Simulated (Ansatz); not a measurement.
# Rb: substituted relatives

The task here is to estimate one member of a computed series from the others.

Method: DFT PBEsol, scalar-relativistic, plane waves, PAW, in Ansatz 0.2.0.

### Starting point

The structure is tetragonal, space group I4/mmm (No. 139). Conventional cell: a = 5.715 Å, b = 5.715 Å, c = 5.309 Å, α = 90.00°, β = 90.00°, γ = 90.00°.

As a file:

```cif
data_structure
_symmetry_space_group_name_H-M 'I4/mmm'
_symmetry_Int_Tables_number 139
_cell_length_a 5.7147
_cell_length_b 5.7147
_cell_length_c 5.3091
_cell_angle_alpha 90.000
_cell_angle_beta 90.000
_cell_angle_gamma 90.000
_cell_volume 173.38
loop_
_atom_site_label
_atom_site_type_symbol
_atom_site_symmetry_multiplicity
_atom_site_Wyckoff_symbol
_atom_site_fract_x
_atom_site_fract_y
_atom_site_fract_z
_atom_site_occupancy
Rb1 Rb 2 a 0.00000 0.00000 0.00000 1
```

It goes back to an entry of the Materials Project, which need not be the stable form.

It is the result of an earlier relaxation at this level (volume 86.69 Å³/atom; gap on the mesh: none (metal)).

The first run:

The input, input.yaml:

```yaml
crystal:
  lattice:
    - [-3.079163413, 3.079163413, 2.8605951088]
    - [3.079163413, -3.079163413, 2.8605951088]
    - [3.079163413, 3.079163413, -2.8605951088]
  atoms:
    - { symbol: Cs, position: [0.0, 0.0, 0.0] }
basis:
  ecutwfc: 420
kpoints:
  mp_grid: { grid: [4, 4, 4] }
hamiltonian:
  xc: pbesol
scf:
  occupations: { method: gaussian, width: 0.1 }
output:
  forces: true
  stress: true
  eigenvalues: true
```

On the command line:

```bash
$ ansatz run input.yaml --threads 1 --pin off --max-ram 1331MiB --backend cpu --events-out ev --progress --plain --runs-dir out
```

Among the steps run: Quick check of gap, pressure and forces (Cs); Full relaxation (Cs); Probe: one point at the start (Sr); The relaxation (Sr); Second relaxation (Sr); Quick check of gap, pressure and forces (Li); Full relaxation (Li); Relaxation repeated (Li).

One table of the session follows, with a row left open; its other results are not shown here.

It belongs to the step «The crystals compared». Lengths are those of the vectors of the cell that was run:

```
   swap  volume (Å³/atom)  a (Å)  b (Å)  c (Å)
   none             86.69  4.835  4.835  4.835
Rb → Na             36.44  3.620  3.620  3.620
 Rb → K             70.81  4.519  4.519  4.519
Rb → Cs            108.49  5.210  5.210  5.210
Rb → Sr             50.85  4.042  4.042  4.042
Rb → Li                 ?      ?      ?      ?
```

**Question.** Estimate the row for Rb → Li.

The run gave: volume (Å³/atom): 20.28; a (Å): 2.977; b (Å): 2.977; c (Å): 2.977. In the column «volume (Å³/atom)» it is the lowest.

Lengths are those of the computed cell. Rows of earlier swaps come from the sessions before.
